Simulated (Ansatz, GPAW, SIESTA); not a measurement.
# KBr: 3 runs at one level of theory

```xyz
2
Lattice="0.0000 3.3000 3.3000 3.3000 0.0000 3.3000 3.3000 3.3000 0.0000" Properties=species:S:1:pos:R:3 pbc="T T T"
Br    3.3000    3.3000    3.3000
K     0.0000    0.0000    0.0000
```

Alike in all runs: task band structure; functional BLYP; k mesh 7 × 7 × 7; occupations fermi-dirac, width 0.05 eV; no spin polarisation; no spin-orbit coupling. Pressure is positive in compression and, in plane waves, holds the error of the finite cutoff. Gaps are the smaller of the mesh's and the band path's.

| program and potentials | plane-wave cutoff (eV) | notes | band gap (eV) | pressure (GPa) |
| --- | --- | --- | --- | --- |
| Ansatz, all-electron LAPW, scalar-relativistic | - | - | 4.44 | 1.47 |
| SIESTA, files PseudoDojo sr-pbe-0.4.1-standard, DZP (energy shift 0.003 Ry; two zetas on semicore shells; d shell added on K) | - | atomic basis; potentials made for PBE | 4.55 | 1.67 |
| GPAW, PAW data sets generated for this functional | 600 | - | 4.44 | 1.44 |

The band gap spans 4.44 (Ansatz, all-electron LAPW, scalar-relativistic) to 4.55 eV (SIESTA, files PseudoDojo sr-pbe-0.4.1-standard, DZP (energy shift 0.003 Ry; two zetas on semicore shells; d shell added on K)), with all-electron results at 4.44. The pressure spans 1.44 (GPAW, PAW data sets generated for this functional) to 1.67 GPa (SIESTA, files PseudoDojo sr-pbe-0.4.1-standard, DZP (energy shift 0.003 Ry; two zetas on semicore shells; d shell added on K)), with all-electron results at 1.47. Spin-orbit coupling, left out here, moves the band edges of heavy atoms. Rows in atomic bases carry the error of their basis and grid, which can be large.

Differences between rows come from potentials, basis sets and numerical settings, since the functional is the same but for its coding. Runs on potential files found faulty are left out.
